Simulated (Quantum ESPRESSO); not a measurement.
**TaN in Quantum ESPRESSO: the effect of functional**

The system is TaN.

```
CELL_PARAMETERS angstrom
2.93800 0.00000 0.00000
-1.46900 2.54438 0.00000
0.00000 0.00000 2.88300
ATOMIC_POSITIONS crystal
Ta 0.00000 0.00000 0.50000
N 0.66667 0.33333 0.00000
```

Alike in all runs:

* Program: Quantum ESPRESSO 7.5
* Task: phonons
* Cutoff: 1143 eV
* Density cutoff: 4572 eV
* k mesh: 7 × 7 × 6
* Occupations: cold, width 0.2 eV
* Spin: no spin polarisation

Each run relaxes the cell or the atoms first.

One run gave: relaxed volume 10.36 Å³/atom; highest phonon frequency 569 cm⁻¹. Which functional did it use?
A. LDA
B. vdW-DF-cx
C. PBEsol
D. PBE
E. AM05

A.

```csv
functional,potentials or basis,relaxed volume (Å³/atom),highest phonon frequency (cm⁻¹)
LDA,PseudoDojo 0.4.1 SR LDA standard,10.36,569
PBE,PseudoDojo 0.4.1 SR PBE standard,10.92,526
PBEsol,PseudoDojo 0.4.1 SR PBEsol standard,10.62,549
PW91,PseudoDojo 0.4.1 SR PBE standard,10.92,528
WC,PseudoDojo 0.4.1 SR PBE standard,10.70,545
AM05,PseudoDojo 0.4.1 SR PBE standard,10.62,550
vdW-DF-cx,PseudoDojo 0.4.1 SR PBE standard,10.70,554
```

Caveats: all runs use coarse meshes; the mesh is thin for the phonons of a metal; the potentials were made for another functional, which shifts forces and pressure (some runs).
